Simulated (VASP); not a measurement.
Input of a VASP 6.6.1 run:

The input INCAR:

```
ALGO = Fast
EDIFF = 1E-7
ENCUT = 520
GGA = PE
ISIF = 2
ISMEAR = 0
LASPH = T
LCHARG = F
LREAL = F
LWAVE = F
NBANDS = 15
NELM = 60
PREC = Accurate
SIGMA = 0.1
```

The input KPOINTS:

```
k-points
0
Gamma
  4 4 4
```

POSCAR

```
CsI
1.0
    4.5667000000      0.0000000000      0.0000000000
    0.0000000000      4.5667000000      0.0000000000
    0.0000000000      0.0000000000      4.5667000000
Cs I
1 1
Direct
    0.0000000000      0.0000000000      0.0000000000
    0.5000000000      0.5000000000      0.5000000000
```

Potentials or basis: VASP PAW PBE potentials, release 64 (Cs_sv, I).

Run with:

```console
$ cat potpaw_PBE.64/Cs_sv/POTCAR potpaw_PBE.64/I/POTCAR > POTCAR
$ mpirun -np 1 vasp_std > vasp.out
```

Q: Predict the band gap on the k mesh.

A: 3.87 eV, indirect (least direct gap 3.96 eV).

Q: Estimate the pressure.

A: 0.8 GPa.

Caveat: spin-orbit coupling is left out, which moves the levels of the heavy elements. A k mesh can miss the band edges.
